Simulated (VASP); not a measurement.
Wanted: the native input for a VASP 6.6.1 run.

```
Task                   : single point
Functional             : PBE
Potentials or basis    : VASP PAW PBE potentials, release 64 (O, H, Li_sv)
Cutoff                 : 520 eV
k mesh                 : 1 × 1 × 1
Occupations            : fermi-dirac, width 0.02 eV
Spin                   : no spin polarisation
Dipole correction      : no
Further INCAR settings : LREAL = Auto; ALGO = Fast; EDIFF = 1e-07; NBANDS = 56
```

The structure of LiH17O9 lies in POSCAR:

```
LiH17O9
1.0
    7.1738770000      0.0000000000      0.0000000000
    0.0000000000      7.1738770000      0.0000000000
    0.0000000000      0.0000000000      7.1738770000
O H Li
9 17 1
Direct
    0.1815615183      0.1141084521      0.0892822668
    0.4155075422      0.7826312049      0.7253260685
    0.6126951995      0.2344478446      0.4322348989
    0.5728840904      0.1095084290      0.7843178800
    0.8256483907      0.6206406940      0.2641110239
    0.8032197931     -0.0254674007      0.1268351827
    0.1935076389      0.6250595041      0.4372809849
    0.3386313983      0.6010278682      0.0887665066
    0.3078251830      0.3341707699      0.8015888759
    0.2301405502      0.1855760839     -0.0183722135
    0.2737431935      0.1499049956      0.1870676065
    0.4953249129      0.9015487720      0.7377461309
    0.3030439468      0.8407727091      0.6628633304
    0.6747955115      0.3559442126      0.4091232677
    0.6668918355      0.1531947091      0.3318150005
    0.4566010820      0.2051331519      0.7907160940
    0.6473208281      0.1415134383      0.6689827551
    0.8024391832      0.7456358675      0.2134689513
    0.8384308791      0.5303966042      0.1601783805
    0.9357143982      0.0299280292      0.1088114558
    0.7244060638      0.0169503882      0.0165461437
    0.0607760629      0.6322243886      0.3996583716
    0.2572249287      0.6314995364      0.3138191525
    0.3786655389      0.6859889011     -0.0134097643
    0.2963948225      0.4894563985      0.0260946766
    0.2073774056      0.2733668280      0.7318636771
    1.3557522662      0.5335190442      0.6311510498
```

The cell was built by a generator and needn't be a form met in nature.

These files were run (other wordings do the same):

INCAR

```
PREC = Accurate
ENCUT = 520
EDIFF = 1E-7
ISMEAR = -1
SIGMA = 0.02
LREAL = Auto
LASPH = T
NELM = 100
ALGO = Fast
ISIF = 2
LWAVE = F
LCHARG = T
GGA = PE
LELF = T
LVHAR = T
NBANDS = 56
```

KPOINTS

```
Automatic mesh
0
Gamma
  1 1 1
```

Potentials or basis: VASP PAW PBE potentials, release 64 (O, H, Li_sv).

Run with:

```bash
$ cat potpaw_PBE.64/O/POTCAR potpaw_PBE.64/H/POTCAR potpaw_PBE.64/Li_sv/POTCAR > POTCAR
$ mpirun -np 1 vasp_gam > vasp.out
```

It gave:

- Largest force: 1.717 eV/Å
- Band gap on the k mesh: 4.00 eV, direct

Run time: 110 s on 1 thread of AMD EPYC 7R43 64-Core Processor (Zen 3), on a shared host, peak memory 0.34 GiB.
